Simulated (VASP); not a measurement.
Set up this calculation in VASP 6.6.1, as the native input.

- Task: single point
- Functional: PBE
- Potentials or basis: VASP PAW PBE potentials, release 64 (Cd, O)
- Cutoff: 520 eV
- k mesh: 3 × 3 × 3
- Occupations: fermi-dirac, width 0.05 eV
- Spin: no spin polarisation
- Dipole correction: no
- Further INCAR settings: LREAL = Auto; ALGO = Fast; EDIFF = 1e-06; NBANDS = 82

The structure of Cd8O7 (a cell with a defect) lies in POSCAR:

```
Cd8O7
1.0
    0.0000000000      4.7182369200      4.7182369200
    4.7182369200      0.0000000000      4.7182369200
    4.7182369200      4.7182369200      0.0000000000
Cd O
8 7
Direct
   -0.0067821944     -0.0036829435     -0.0062811598
    0.0349012783      0.0071483269      0.4662613466
   -0.0132777351      0.5252024309     -0.0127983187
   -0.0200036585      0.4903719417      0.5210541653
    0.4657543776      0.0070326057      0.0354252029
    0.5138072846     -0.0019109892      0.5142977220
    0.5205696623      0.4902589758     -0.0194793101
    0.5074962408      0.4819146513      0.5080258878
    0.2503331266      0.2651153431      0.2508691319
    0.2374446258      0.2569360167      0.7582258078
    0.2503411804      0.7268649409      0.2508831201
    0.2629463126      0.7515006262      0.7435247656
    0.7576075684      0.2571297331      0.2379838103
    0.7500081196     -0.1331071353      0.7504358217
    0.7430353879      0.7516786588      0.2633388321
```

One way to write it, as run:

INCAR

```
SYSTEM = Cd8O7
ALGO = Fast
EDIFF = 1E-6
ENCUT = 520
GGA = PE
ISIF = 2
ISMEAR = -1
LASPH = .TRUE.
LCHARG = .FALSE.
LREAL = Auto
LWAVE = .FALSE.
NBANDS = 82
NELM = 100
PREC = Accurate
SIGMA = 0.05
```

KPOINTS

```
k-points
0
G
  3 3 3
  0 0 0
```

Potentials or basis: VASP PAW PBE potentials, release 64 (Cd, O).

Command:

```bash
$ cat potpaw_PBE.64/Cd/POTCAR potpaw_PBE.64/O/POTCAR > POTCAR
$ mpirun -np 1 vasp_std > vasp.out
```

Results of the run:

The pressure is 5.8 GPa. The largest force is 1.168 eV/Å. The band gap on the k mesh is 0.82 eV, indirect (least direct gap 1.10 eV).

Wall time 4.3 min on 1 thread of Intel(R) Xeon(R) 6975P-C (Granite Rapids), on a shared host, peak memory 0.43 GiB.
